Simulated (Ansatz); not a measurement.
## Ideal shear of a crystal plane in BN

Computed with DFT PBE, scalar-relativistic, plane waves, PAW in Ansatz 0.2.0. The runs took a 420 eV cutoff, a Γ-centred 10×10×2 mesh and Gaussian smearing (0.05 eV). No spin polarisation. Energies are free energies at this smearing, counted from the undisturbed cell; pressure is positive in compression.

The undisturbed cell (as given, not relaxed at this level; it stands at -0.4 GPa):

```yaml
crystal:
  lattice:
    - [1.81300, -1.81300, 0.00000]
    - [1.81300, 0.00000, -1.81300]
    - [7.25200, 7.25200, 7.25200]
  atoms:
    - { symbol: B, position: [0.66667, 0.66667, 0.06247] }
    - { symbol: B, position: [0.00000, 0.00000, 0.89580] }
    - { symbol: B, position: [0.33333, 0.33333, 0.22913] }
    - { symbol: B, position: [0.66667, 0.66667, 0.56247] }
    - { symbol: B, position: [0.00000, 0.00000, 0.39580] }
    - { symbol: B, position: [0.33333, 0.33333, 0.72913] }
    - { symbol: N, position: [0.66667, 0.66667, 0.43747] }
    - { symbol: N, position: [0.00000, 0.00000, 0.27080] }
    - { symbol: N, position: [0.33333, 0.33333, 0.60413] }
    - { symbol: N, position: [0.66667, 0.66667, 0.93747] }
    - { symbol: N, position: [0.00000, 0.00000, 0.77080] }
    - { symbol: N, position: [0.33333, 0.33333, 0.10413] }
```

The cut lies on the cell's a–b face, a (1 -1 1) plane (indices in the standard cell, whose axes needn't be the Cartesian ones shown) of area 5.69 Å², between layers 1.57 Å apart. Vector c is tilted by f times 1·a + 1·b (length 4.441 Å) with the atoms' Cartesian places fixed: one unrelaxed fault a cell. The traction is dγ/du, the slope of γ against the slip u in Å.

```
     f  γ (mJ/m²) traction (GPa)
0.0000          0             0.0
0.0833       1234            67.0
0.1667       4784           118.6
0.2500       9262           109.2
0.3333      11556             0.1
0.4167       9925           -65.0
0.5000       7857           -39.3
0.5833       7176            -0.1
0.6667       7352             0.0
0.7500       6522           -49.9
0.8333       3867           -83.6
0.9167       1111           -57.3
```

Question: Read off the first barrier and the stress needed to climb it, and compare with Frenkel's sinusoid.

Answer: The first sampled maximum lies at f = 0.333, a slip of 1.48 Å, with γ ≈ 11556 mJ/m², which stands in for the unstable fault energy γ_us, and the steepest sampled slope before it is 118.6 GPa. A sinusoid γ = γ_us sin²(πu/λ) with its maximum there has λ = 2.96 Å and a largest slope πγ_us/λ = 122.6 GPa (1 mJ/m² per Å = 0.01 GPa). The stand-in is too high: a rotation axis of order three or more passes through this point, so the curvature is the same in every direction of the plane and the point is a peak of the γ-surface, which slip goes round.

Question: Is there a metastable fault on this line?

Answer: The samples dip to a local minimum of 7176 mJ/m² at f = 0.583. It lies off the rotation axes, between two maxima that lie on them, so it is most likely the pass between two peaks of the γ-surface: a saddle for slip across the line, a better estimate of γ_us, and no metastable fault.

The cut is rigid; relaxing the faces lowers these energies and usually the stresses.